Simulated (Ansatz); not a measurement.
# Hg: the cost of one run

Program: Ansatz 0.2.0. Level of theory: DFT PBEsol, scalar-relativistic, plane waves, PAW. These are calculated values, not measurements.

1 further run of the same task is left out (it didn't finish).

## Step 1: The structure to begin with

The structure is monoclinic, space group C2/m (No. 12). Conventional cell: a = 4.468 Å, b = 4.092 Å, c = 3.060 Å, α = 90.00°, β = 96.54°, γ = 90.00°. Hg (site symmetry 2/m) has 6 Hg at 3.03 to 3.06 Å as nearest neighbours.

Cell or atoms stand a little off a more symmetric structure (R-3m at a tolerance of 0.3 Å), so results at this geometry aren't those of that ideal crystal.

Coordinates:

```
Hg
1.0
     2.23398   -2.04586    0.00000
     2.23398    2.04586    0.00000
    -0.34874    0.00000    3.03980
Hg
1
Direct
  0.50000 0.50000 0.50000
```

The structure comes from the Materials Project (structure only).

## Step 2: A distortion that keeps the symmetry

The change: strain xx, yy, zz, yz, xz, xy = +5.1, -1.4, -0.5, +0.0, -0.8, +0.0 %.

Input file input.yaml:

```yaml
crystal:
  lattice:
    - [2.347261211, -2.0178913777, -0.0189664586]
    - [2.347261211, 2.0178913777, -0.0189664586]
    - [-0.3922274384, 0.0, 3.0278056293]
  atoms:
    - { symbol: Hg, position: [0.5, 0.5, 0.5] }
basis:
  ecutwfc: 420
kpoints:
  mp_grid: { grid: [14, 14, 14] }
hamiltonian:
  xc: pbesol
scf:
  occupations: { method: gaussian, width: 0.1 }
output:
  forces: true
  stress: true
  eigenvalues: true
```

Command:

```bash
ansatz run input.yaml --threads 1 --pin off --max-ram 1331MiB --backend cpu --events-out ev --progress --plain --runs-dir out
```

**Question.** How long does this run take on 1 thread of an x86-64 CPU, shared host, and how much memory does it need?

About 28 s, with a peak of 0.53 GiB.
